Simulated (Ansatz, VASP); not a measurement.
BaTe in VASP and in Ansatz

```
Ba Te
1.0
     0.00000    3.34039    3.34039
     3.34039    0.00000    3.34039
     3.34039    3.34039    0.00000
Ba Te
1 1
Direct
  0.00000 0.00000 0.00000
  0.50000 0.50000 0.50000
```

Change from the starting cell: volume scaled by 0.94.

Alike in both runs: task single point; functional PBEsol; k mesh 7 × 7 × 7; occupations fermi-dirac, width 0.05 eV; no spin polarisation.

|  | VASP | Ansatz |
| --- | --- | --- |
| version | VASP 6.6.1 | Ansatz 0.2.0 |
| potentials or method | VASP PAW PBE potentials, release 64 (Ba_sv, Te) | Ansatz PAW |
| plane-wave cutoff (eV) | 520 | 420 |
| valence electrons in the cell | 16 | 26 |

Ansatz gave:

| Property | Result |
| --- | --- |
| gap on the k mesh at the Fermi level (eV) | 1.23 |
| least direct gap on the mesh (eV) | 1.56 |
| pressure (GPa) | 4.7 |

**Question.** Which values does VASP return?

**Answer.** gap on the k mesh at the Fermi level (eV): 1.11; least direct gap on the mesh (eV): 1.49; pressure (GPa): 5.3.

The two sets of potentials don't hold the same shells in valence.

Caveats: spin-orbit coupling is left out, which moves the levels of the heavy elements; the PAW data sets were made with another functional, which shifts forces and pressure a little (VASP); an odd mesh through Γ misses points on the zone boundary, where band edges often lie (VASP); odd divisions of the mesh miss points on the zone boundary, where band edges often lie, so the gap on the mesh can be too wide (Ansatz); the PAW data sets come from PBE, with cores solved anew for the run's functional, which leaves a small shift of forces and pressure (Ansatz).
